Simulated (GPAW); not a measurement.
# CdSe (Cadmoselite) in GPAW: the effect of strain hydrostatic

Crystal: CdSe (Cadmoselite).

```
Cd Se
1.0
     4.04200    0.00000    0.00000
    -2.02100    3.50047    0.00000
     0.00000    0.00000    6.59880
Cd Se
2 2
Direct
  0.66667 0.33333 0.50000
  0.33333 0.66667 0.00000
  0.66667 0.33333 0.88500
  0.33333 0.66667 0.38500
```

Alike in all runs:

| Property | Result |
| --- | --- |
| Program | GPAW 26.7.0 |
| Task | single point |
| Functional | PBE |
| Potentials or basis | GPAW PAW data sets (gpaw-data 1.2.1) |
| Cutoff | 600 eV |
| Basis | pw |
| k mesh | 7 × 7 × 4 |
| Occupations | fermi-dirac, width 0.05 eV |
| Spin | no spin polarisation |
| Maxiter | 150 |

| strain hydrostatic | gap on the mesh (eV) | pressure (GPa) | largest force (eV/Å) |
| --- | --- | --- | --- |
| -0.06 | 1.07 | 19.0 | 0.52 |
| -0.04 | 0.95 | 12.1 | 0.43 |
| -0.02 | 0.82 | 6.8 | 0.35 |
| -0.01 | 0.76 | 4.7 | 0.31 |
| 0 | 0.70 | 2.8 | 0.28 |
| 0.01 | 0.63 | 1.2 | 0.25 |
| 0.02 | ? | ? | ? |
| 0.04 | 0.43 | -2.5 | 0.18 |
| 0.06 | 0.31 | -4.1 | 0.14 |

Problem. What does the run with strain hydrostatic 0.02 give?

Solution. gap on the mesh 0.57 eV; pressure -0.2 GPa; largest force 0.22 eV/Å.

Worked out: A straight line through the other rows of the gap on the mesh, of slope -6.39 eV per unit of strain hydrostatic, gives 0.57 eV, against the run's 0.57. A parabola through the other rows of the pressure, of slope -137 GPa per unit of strain hydrostatic there, gives -0.5 GPa, against the run's -0.2. A parabola through the other rows of the largest force, of slope -2.59 eV/Å per unit of strain hydrostatic there, gives 0.22 eV/Å, against the run's 0.22.

Caveats: the density grid can change from cell to cell, which puts small steps into energies and stress.

